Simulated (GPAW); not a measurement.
# ZnSe (Stilleite) (F-43m) in GPAW: a series of runs

Aim: see how the results for ZnSe (Stilleite) move with the level of theory and the settings. Levels: BLYP+D3(BJ), BLYP+D4, PBE. Tasks: relaxation of cell and atoms, single point.

All numbers are computed with GPAW 26.7.0; they aren't measurements. Logs are shortened: lines on timing, memory, paths and dates and some standing lists are left out, and cuts for length are marked. The log counts tension as positive stress, the text compression.

**Measured values to compare with.**

“Alloy Disordering Effects on the Thermal Conductivity and Energy Gap Temperature Dependence of Cd1−xZnxSe Ternary Crystals Grown by the Bridgman Method”, 2023, pmc:10253836 reports, for a bulk crystal of ZnSe at 300 K: band gap 2.695 ± 0.003 eV (an exciton energy, a little under the gap).

How close the calculation comes is told below.

**1. Starting point**

The structure is cubic, space group F-43m (No. 216). Conventional cell: a = 5.668 Å, b = 5.668 Å, c = 5.668 Å, α = 90.00°, β = 90.00°, γ = 90.00°. Se (site symmetry -43m) has 4 Zn at 2.45 Å as nearest neighbours. Zn (site symmetry -43m) is surrounded by 4 Se at 2.45 Å.

**2. Relaxation of cell and atoms, BLYP+D3(BJ)**

Input file run.py:

```python
from ase.calculators.mixing import SumCalculator
from ase.filters import FrechetCellFilter
from ase.io import read, write
from ase.optimize import LBFGS
from dftd3.ase import DFTD3
from gpaw import GPAW, PW, setup_paths

setup_paths.insert(0, '.')

atoms = read('ZnSe.xyz')

calc = GPAW(mode=PW(600),
            xc='BLYP',
            kpts={'size': (8, 8, 8), 'gamma': True},
            occupations={'name': 'fermi-dirac', 'width': 0.05},
            nbands=18,
            convergence={'density': 1e-05, 'forces': 0.0001},
            eigensolver='davidson',
            maxiter=150,
            txt='gpaw.txt')
atoms.calc = SumCalculator([calc, DFTD3(method='blyp', damping='d3bj')])
opt = LBFGS(FrechetCellFilter(atoms), trajectory='relax.traj', logfile='-')
done = opt.run(fmax=0.05, steps=100)
calc.write('gs.gpw')
write('result.traj', atoms)
print('Converged:', done)
print('Cell:', atoms.cell.cellpar().round(4))
print('Volume:', round(atoms.get_volume(), 4))
print(atoms.get_scaled_positions().round(5))
```

Input file ZnSe.xyz:

```xyz
2
Lattice="0.0000000000 2.8338000000 2.8338000000 2.8338000000 0.0000000000 2.8338000000 2.8338000000 2.8338000000 0.0000000000" Properties=species:S:1:pos:R:3 pbc="T T T"
Se     4.2507000000      4.2507000000      4.2507000000
Zn     0.0000000000      0.0000000000      0.0000000000
```

Potentials or basis: PAW data sets generated in the run's folder for this functional, pw.

Run with:

```sh
$ gpaw-setup -f BLYP Se Zn
$ OMP_NUM_THREADS=1 python run.py
```

gpaw.txt:

```text
__  _  _
 | _ |_)|_||  |
 |__||  | ||/\| - 26.7.0

Input parameters:
  mode=PW(ecut=600.0),
  convergence={'density': 1e-05, 'forces': 0.0001},
  eigensolver=Davidson(niter=2),
  kpts=MonkhorstPack(size=(8, 8, 8), gamma=True),
  maxiter=150,
  nbands=18,
  occupations=Occupations(name='fermi-dirac', width=0.05),
  xc=XC(name='BLYP')

Diagonalizing LCAO Hamiltonian
Converting LCAO to pw mode

                    Se

       Zn

Atoms  # Å, Bohr magnetons
|   | symbol |        x |        y |        z |    initial magnetic moments |
|---|--------|----------|----------|----------|-----------------------------|
| 0 |     Se | 4.250700 | 4.250700 | 4.250700 | ( 0.0000,  0.0000,  0.0000) |
| 1 |     Zn | 0.000000 | 0.000000 | 0.000000 | ( 0.0000,  0.0000,  0.0000) |

Unit cell  # Å
| periodic |        x |        y |        z |  lengths |    angles |
|----------|----------|----------|----------|----------|-----------|
|      yes | 0.000000 | 2.833800 | 2.833800 | 4.007598 | 60.000000 |
|      yes | 2.833800 | 0.000000 | 2.833800 | 4.007598 | 60.000000 |
|      yes | 2.833800 | 2.833800 | 0.000000 | 4.007598 | 60.000000 |

Number of symmetries: 24
Symmetry operations  # r_c * U_cc + t_c -> r_c
|    | kind |            matrix            |
|----|------|------------------------------|
|  0 |  E   |  1, 0, 0,  0, 1, 0,  0, 0, 1 |
|  1 |  σ   |  1, 0, 0,  0, 0, 1,  0, 1, 0 |
|  2 |  σ   |  1, 0,-1,  0, 1,-1,  0, 0,-1 |
|  3 |  C3  |  1, 0,-1,  0, 0,-1,  0, 1,-1 |
|  4 |  C3  |  1,-1, 0,  0,-1, 1,  0,-1, 0 |
|  5 |  σ   |  1,-1, 0,  0,-1, 0,  0,-1, 1 |
|  6 |  σ   |  0, 1, 0,  1, 0, 0,  0, 0, 1 |
|  7 |  C3  |  0, 1, 0,  0, 0, 1,  1, 0, 0 |
|  8 |  C2  |  0, 1,-1,  1, 0,-1,  0, 0,-1 |
|  9 |  S4  |  0, 1,-1,  0, 0,-1,  1, 0,-1 |
| 10 |  C3  |  0, 0, 1,  1, 0, 0,  0, 1, 0 |
| 11 |  σ   |  0, 0, 1,  0, 1, 0,  1, 0, 0 |
| 12 |  S4  |  0, 0,-1,  1, 0,-1,  0, 1,-1 |
| 13 |  C3  |  0, 0,-1,  0, 1,-1,  1, 0,-1 |
[... 136 lines left out ...]
convergence criteria:
- Maximum integral of absolute [dens]ity change: 1e-05 electrons / valence electron
- Maximum change in the atomic [forces] across last 2 cycles: 0.0001 eV/Ang OR
Maximum error relative to the maximum force is below inf
- Maximum [total energy] change in last 3 cyles: 0.0005 eV / valence electron
- Maximum integral of absolute [eigenst]ate change: 4e-08 eV^2 / valence electron
maximum number of iterations: 150

SCF iterations
|iter     | |      energy | eigst |  dens |force |
|---------|-|-------------|-------|-------|------|
|iter:   1| |   -5.232714 | -0.29 |       |      |
|iter:   2| |   -5.181021 | -1.47 | -1.21 |      |
|iter:   3| |   -4.985464 | -1.45 | -1.25 |      |
|iter:   4| |   -4.969818 | -2.22 | -1.80 |      |
|iter:   5| |   -4.965067 | -3.03 | -2.14 |      |
|iter:   6| |   -4.965290c| -4.03 | -2.56 |      |
|iter:   7| |   -4.965291c| -5.75 | -3.55 |      |
|iter:   8| |   -4.965294c| -6.12 | -3.90 |      |
|iter:   9| |   -4.965293c| -7.09 | -4.46 |      |
|iter:  10| |   -4.965293c| -8.24c| -5.28c|      |
|iter:  11| |   -4.965293c| -9.63c| -5.74c|-16.42c|
[... 46 lines left out ...]
Stress tensor  # eV/Ang^3
|         x |         y |         z |
|-----------|-----------|-----------|
| -0.031662 |  0.000000 |  0.000000 |
|  0.000000 | -0.031662 | -0.000000 |
|  0.000000 | -0.000000 | -0.031662 |

Forces  # eV/Ang
|        x |        y |        z |
|----------|----------|----------|
| -0.00000 | -0.00000 | -0.00000 |  # Se   0
|  0.00000 | -0.00000 |  0.00000 |  # Zn   1

Interpolating wave functions to new cell

                    Se

       Zn

Atoms  # Å, Bohr magnetons
|   | symbol |         x |         y |         z |    initial magnetic moments |
|---|--------|-----------|-----------|-----------|-----------------------------|
| 0 |     Se |  4.247347 |  4.247347 |  4.247347 | ( 0.0000,  0.0000,  0.0000) |
| 1 |     Zn | -0.000000 | -0.000000 | -0.000000 | ( 0.0000,  0.0000,  0.0000) |

Unit cell  # Å
| periodic |        x |        y |         z |  lengths |    angles |
|----------|----------|----------|-----------|----------|-----------|
|      yes | 0.000000 | 2.831565 |  2.831565 | 4.004437 | 60.000000 |
|      yes | 2.831565 | 0.000000 |  2.831565 | 4.004437 | 60.000000 |
|      yes | 2.831565 | 2.831565 | -0.000000 | 4.004437 | 60.000000 |

Number of symmetries: 24
Symmetry operations  # r_c * U_cc + t_c -> r_c
|    | kind |            matrix            |
|----|------|------------------------------|
|  0 |  E   |  1, 0, 0,  0, 1, 0,  0, 0, 1 |
|  1 |  σ   |  1, 0, 0,  0, 0, 1,  0, 1, 0 |
|  2 |  σ   |  1, 0,-1,  0, 1,-1,  0, 0,-1 |
|  3 |  C3  |  1, 0,-1,  0, 0,-1,  0, 1,-1 |
|  4 |  C3  |  1,-1, 0,  0,-1, 1,  0,-1, 0 |
|  5 |  σ   |  1,-1, 0,  0,-1, 0,  0,-1, 1 |
|  6 |  σ   |  0, 1, 0,  1, 0, 0,  0, 0, 1 |
|  7 |  C3  |  0, 1, 0,  0, 0, 1,  1, 0, 0 |
|  8 |  C2  |  0, 1,-1,  1, 0,-1,  0, 0,-1 |
|  9 |  S4  |  0, 1,-1,  0, 0,-1,  1, 0,-1 |
| 10 |  C3  |  0, 0, 1,  1, 0, 0,  0, 1, 0 |
| 11 |  σ   |  0, 0, 1,  0, 1, 0,  1, 0, 0 |
| 12 |  S4  |  0, 0,-1,  1, 0,-1,  0, 1,-1 |
| 13 |  C3  |  0, 0,-1,  0, 1,-1,  1, 0,-1 |
[... 136 lines left out ...]
convergence criteria:
- Maximum integral of absolute [dens]ity change: 1e-05 electrons / valence electron
- Maximum change in the atomic [forces] across last 2 cycles: 0.0001 eV/Ang OR
Maximum error relative to the maximum force is below inf
- Maximum [total energy] change in last 3 cyles: 0.0005 eV / valence electron
- Maximum integral of absolute [eigenst]ate change: 4e-08 eV^2 / valence electron
maximum number of iterations: 150

SCF iterations
|iter     | |      energy | eigst |  dens |force |
|---------|-|-------------|-------|-------|------|
|iter:   1| |   -4.962025 |       |       |      |
|iter:   2| |   -4.961995 | -5.09 | -2.89 |      |
|iter:   3| |   -4.961971c| -4.32 | -2.92 |      |
|iter:   4| |   -4.961833c| -4.54 | -3.19 |      |
|iter:   5| |   -4.961823c| -6.02 | -3.61 |      |
|iter:   6| |   -4.961822c| -6.37 | -4.02 |      |
|iter:   7| |   -4.961822c| -7.68c| -4.64 |      |
|iter:   8| |   -4.961822c| -8.62c| -5.22c|      |
|iter:   9| |   -4.961822c| -9.50c| -5.75c|-16.01c|

Converged in 9 steps
Energy contributions relative to reference atoms: (reference = -114986.655317)

Energy contributions:
  Kinetic:          20.450934
  Coulomb:         -17.739953
  Zero:             -0.001095
  External:          0.000000
  Xc:               -7.671708
  Entropy:          -0.000000
  Spinorbit:         0.000000
  ----------------------------
  Free energy:      -4.961822
  Extrapolated:     -4.961822
[... 31 lines left out ...]
Stress tensor  # eV/Ang^3
|         x |         y |         z |
|-----------|-----------|-----------|
| -0.032716 | -0.000000 | -0.000000 |
| -0.000000 | -0.032716 | -0.000000 |
| -0.000000 | -0.000000 | -0.032716 |

Forces  # eV/Ang
|       x |        y |        z |
|---------|----------|----------|
| 0.00000 | -0.00000 | -0.00000 |  # Se   0
| 0.00000 |  0.00000 |  0.00000 |  # Zn   1

Interpolating wave functions to new cell

                    Se

       Zn

Atoms  # Å, Bohr magnetons
|   | symbol |        x |        y |        z |    initial magnetic moments |
|---|--------|----------|----------|----------|-----------------------------|
| 0 |     Se | 4.232726 | 4.232726 | 4.232726 | ( 0.0000,  0.0000,  0.0000) |
| 1 |     Zn | 0.000000 | 0.000000 | 0.000000 | ( 0.0000,  0.0000,  0.0000) |

Unit cell  # Å
| periodic |         x |         y |        z |  lengths |    angles |
|----------|-----------|-----------|----------|----------|-----------|
|      yes | -0.000000 |  2.821817 | 2.821817 | 3.990652 | 60.000000 |
|      yes |  2.821817 | -0.000000 | 2.821817 | 3.990652 | 60.000000 |
|      yes |  2.821817 |  2.821817 | 0.000000 | 3.990652 | 60.000000 |

Number of symmetries: 24
Symmetry operations  # r_c * U_cc + t_c -> r_c
|    | kind |            matrix            |
|----|------|------------------------------|
|  0 |  E   |  1, 0, 0,  0, 1, 0,  0, 0, 1 |
|  1 |  σ   |  1, 0, 0,  0, 0, 1,  0, 1, 0 |
|  2 |  σ   |  1, 0,-1,  0, 1,-1,  0, 0,-1 |
|  3 |  C3  |  1, 0,-1,  0, 0,-1,  0, 1,-1 |
|  4 |  C3  |  1,-1, 0,  0,-1, 1,  0,-1, 0 |
|  5 |  σ   |  1,-1, 0,  0,-1, 0,  0,-1, 1 |
|  6 |  σ   |  0, 1, 0,  1, 0, 0,  0, 0, 1 |
|  7 |  C3  |  0, 1, 0,  0, 0, 1,  1, 0, 0 |
|  8 |  C2  |  0, 1,-1,  1, 0,-1,  0, 0,-1 |
|  9 |  S4  |  0, 1,-1,  0, 0,-1,  1, 0,-1 |
| 10 |  C3  |  0, 0, 1,  1, 0, 0,  0, 1, 0 |
| 11 |  σ   |  0, 0, 1,  0, 1, 0,  1, 0, 0 |
| 12 |  S4  |  0, 0,-1,  1, 0,-1,  0, 1,-1 |
| 13 |  C3  |  0, 0,-1,  0, 1,-1,  1, 0,-1 |
[... 136 lines left out ...]
convergence criteria:
- Maximum integral of absolute [dens]ity change: 1e-05 electrons / valence electron
- Maximum change in the atomic [forces] across last 2 cycles: 0.0001 eV/Ang OR
Maximum error relative to the maximum force is below inf
- Maximum [total energy] change in last 3 cyles: 0.0005 eV / valence electron
- Maximum integral of absolute [eigenst]ate change: 4e-08 eV^2 / valence electron
maximum number of iterations: 150

SCF iterations
|iter     | |      energy | eigst |  dens |force |
|---------|-|-------------|-------|-------|------|
|iter:   1| |   -4.949282 |       |       |      |
|iter:   2| |   -4.948707 | -3.80 | -2.25 |      |
|iter:   3| |   -4.948347c| -3.03 | -2.28 |      |
|iter:   4| |   -4.945607c| -3.25 | -2.55 |      |
|iter:   5| |   -4.945417c| -4.70 | -2.97 |      |
|iter:   6| |   -4.945405c| -5.05 | -3.37 |      |
|iter:   7| |   -4.945402c| -6.40 | -4.00 |      |
|iter:   8| |   -4.945402c| -7.32 | -4.58 |      |
|iter:   9| |   -4.945402c| -8.21c| -5.10c|      |
|iter:  10| |   -4.945402c| -9.40c| -5.97c|-16.25c|

Converged in 10 steps
Energy contributions relative to reference atoms: (reference = -114986.655317)
[... 43 lines left out ...]
Stress tensor  # eV/Ang^3
|         x |         y |         z |
|-----------|-----------|-----------|
| -0.037447 | -0.000000 | -0.000000 |
| -0.000000 | -0.037447 |  0.000000 |
| -0.000000 |  0.000000 | -0.037447 |

Forces  # eV/Ang
|       x |        y |        z |
|---------|----------|----------|
| 0.00000 | -0.00000 | -0.00000 |  # Se   0
| 0.00000 |  0.00000 |  0.00000 |  # Zn   1

# Writing to gs.gpw (mode='')
```

It took 36 s on 1 thread of Arm Neoverse V2, shared host; peak memory 0.21 GiB.

What came out:

```
Free energy                            : -6.3985 eV
Relaxed volume                         : 22.47 Å³/atom
Relaxed cell                           : a = 3.991 Å, b = 3.991 Å, c = 3.991 Å, α = 60.00°, β = 60.00°, γ = 60.00°
Space group after relaxing (to 0.05 Å) : F-43m (No. 216)
Energy gained by relaxing              : 0.7 meV/atom
Ionic steps                            : 3
Pressure after relaxing                : 0.0 GPa
Band gap on the k mesh                 : 1.30 eV, direct
Dispersion energy per atom             : -0.727 eV
```

The path:
```tsv
step	energy change (eV)	largest force (eV/Å)	pressure (GPa)	volume (Å³)
1	0.0000	0.0000	-0.78	45.51
2	-0.0005	0.0000	-0.63	45.41
3	-0.0014	0.0000	0.01	44.94
```

Final structure:
```
Se Zn
1.0
     0.00000    2.82182    2.82182
     2.82182    0.00000    2.82182
     2.82182    2.82182    0.00000
Se Zn
1 1
Direct
  0.75000 0.75000 0.75000
  0.00000 0.00000 0.00000
```

Levels at points of the mesh, in eV from the valence-band top:
```csv
k point,band 6,band 7,band 8,band 9,band 10,band 11,band 12,band 13
"(0.00, 0.00, 0.00)",-6.26,0.00,0.00,0.00,1.30,5.86,5.86,5.86
"(0.50, 0.50, 0.00)",-6.08,-4.81,-2.20,-2.20,3.12,3.50,10.88,11.32
"(0.50, 0.50, 0.50)",-6.10,-5.26,-0.88,-0.88,2.56,6.47,6.47,8.78
```

Caveat: later steps reuse the first step's grids.

**3. Relaxation of cell and atoms, BLYP+D4**

Edit run.py of step 2 so:

```diff
@@ -3,4 +3,4 @@
 from ase.io import read, write
-from ase.optimize import LBFGS
-from dftd3.ase import DFTD3
+from ase.optimize import BFGS
+from dftd4.ase import DFTD4
 from gpaw import GPAW, PW, setup_paths
@@ -20,5 +20,5 @@
             txt='gpaw.txt')
-atoms.calc = SumCalculator([calc, DFTD3(method='blyp', damping='d3bj')])
-opt = LBFGS(FrechetCellFilter(atoms), trajectory='relax.traj', logfile='-')
-done = opt.run(fmax=0.05, steps=100)
+atoms.calc = SumCalculator([calc, DFTD4(method='blyp')])
+opt = BFGS(FrechetCellFilter(atoms), trajectory='relax.traj', logfile='-')
+done = opt.run(fmax=0.05, steps=40)
 calc.write('gs.gpw')
```

ZnSe.xyz is that of step 2.

Potentials or basis: PAW data sets generated in the run's folder for this functional, pw.

Run with:

```sh
$ gpaw-setup -f BLYP Se Zn
$ OMP_NUM_THREADS=1 python run.py
```

It took 15 s on 1 thread of Arm Neoverse V2, shared host; peak memory 0.16 GiB.

It converged, with:

- Free energy: -6.1660 eV
- Pressure after relaxing: 0.2 GPa
- Band gap on the k mesh: 1.25 eV, direct
- Dispersion energy per atom: -0.600 eV

Final structure:
```
Se Zn
1.0
     0.00000    2.83380    2.83380
     2.83380    0.00000    2.83380
     2.83380    2.83380    0.00000
Se Zn
1 1
Direct
  0.75000 0.75000 0.75000
  0.00000 0.00000 0.00000
```

Levels at points of the mesh, in eV from the valence-band top:
```csv
k point,band 7,band 8,band 9,band 10,band 11,band 12
"(0.00, 0.00, 0.00)",0.00,0.00,0.00,1.25,5.86,5.86
"(0.50, 0.50, 0.00)",-4.76,-2.15,-2.15,3.15,3.50,10.79
"(0.50, 0.50, 0.50)",-5.18,-0.86,-0.86,2.53,6.47,6.47
```

Caveat: the relaxation stopped at its first step, so nothing moved; later steps reuse the first step's grids.

[end of part 1 of 2]
